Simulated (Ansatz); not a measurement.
# HfO2: the cost of one run

Computed with Ansatz 0.2.0 (DFT r2SCAN, scalar-relativistic, plane waves, PAW, unless a step's input says otherwise).

2 further runs of the same task are left out: 2 set aside as unsound or not needed. Runs told in other sessions of the task aren't counted.

## 1. The structure to begin with

The structure is tetragonal, space group P4_2/nmc (No. 137). Conventional cell: a = 3.577 Å, b = 3.577 Å, c = 5.203 Å, α = 90.00°, β = 90.00°, γ = 90.00°. Around Hf (site symmetry -4m2) lie 4 O at 2.06 Å. Around O (site symmetry 2mm) lie 2 Hf at 2.06 Å.

As a file:

```cif
data_structure
_symmetry_space_group_name_H-M 'P 1'
_symmetry_Int_Tables_number 1
_cell_length_a 3.5768
_cell_length_b 3.5768
_cell_length_c 10.4053
_cell_angle_alpha 90.000
_cell_angle_beta 90.000
_cell_angle_gamma 90.000
_cell_volume 133.12
loop_
_atom_site_label
_atom_site_type_symbol
_atom_site_fract_x
_atom_site_fract_y
_atom_site_fract_z
_atom_site_occupancy
Hf1 Hf 0.50000 0.50000 0.25000 1
Hf2 Hf 0.50000 0.50000 0.75000 1
Hf3 Hf 0.00000 0.00000 0.00000 1
Hf4 Hf 0.00000 0.00000 0.50000 1
O1 O 0.00000 0.50000 0.34808 1
O2 O 0.00000 0.50000 0.84808 1
O3 O 0.50000 0.00000 0.40192 1
O4 O 0.50000 0.00000 0.90192 1
O5 O 0.50000 0.00000 0.15192 1
O6 O 0.50000 0.00000 0.65192 1
O7 O 0.00000 0.50000 0.09808 1
O8 O 0.00000 0.50000 0.59808 1
```

It goes back to an entry of the Materials Project, which need not be the stable form.

It is built from the cell relaxed beforehand with the same method (11.09 Å³/atom).

## 2. The reference cell

The cell is repeated 2 times, 12 atoms in all. Reference values: F = -67505.1606 eV; pressure -0.01 GPa; largest force 0.000 eV/Å; gap on the mesh 5.26 eV. It was computed beforehand with the settings of the runs below.

## 3. Next: a stacking-fault curve

The cut lies on the cell's a–b face, a (0 0 1) plane of area 12.79 Å², between layers 1.02 Å apart (Hf below, O above); the cell is 10.4 Å thick. Vector c is tilted by f times 1·a − 1·b (length 5.058 Å) with the atoms' Cartesian places fixed: one unrelaxed fault per cell.

## 4. At f = 0.167

File input.yaml:

```yaml
crystal:
  lattice:
    - [-3.5768243314, 0.0, 0.0]
    - [0.0, -3.5768243314, 0.0]
    - [-0.596256616, 0.596256616, 10.4053479013]
  atoms:
    - { symbol: Hf, position: [0.341476635, 0.658523365, 0.95095] }
    - { symbol: Hf, position: [0.424826635, 0.575173365, 0.45095] }
    - { symbol: Hf, position: [0.883151635, 1.116848365, 0.70095] }
    - { symbol: Hf, position: [0.966501635, 1.033498365, 0.20095] }
    - { symbol: O, position: [0.9918264044, 0.5081735956, 0.0490317675] }
    - { symbol: O, position: [0.9084764044, 0.5915235956, 0.5490317675] }
    - { symbol: O, position: [0.4828518656, 0.0171481344, 0.1028682325] }
    - { symbol: O, position: [0.3995018656, 0.1004981344, 0.6028682325] }
    - { symbol: O, position: [0.3578268656, 1.1421731344, 0.8528682325] }
    - { symbol: O, position: [0.4411768656, 1.0588231344, 0.3528682325] }
    - { symbol: O, position: [-0.1331985956, 0.6331985956, 0.7990317675] }
    - { symbol: O, position: [-0.0498485956, 0.5498485956, 0.2990317675] }
basis:
  ecutwfc: 500
kpoints:
  mp_grid: { grid: [6, 6, 3] }
hamiltonian:
  xc: r2scan
scf:
  occupations: { method: gaussian, width: 0.05 }
output:
  forces: true
  stress: true
  eigenvalues: true
```

The run is started by

```bash
$ ansatz run input.yaml --threads 2 --pin off --max-ram 5120MiB --backend cpu --events-out ev --progress --plain --runs-dir out
```

Q: Estimate wall time and peak memory on 2 threads of Oxide Virtual Turin-like (Zen 5), shared host.

About 55 s, with a peak of 1 GiB.
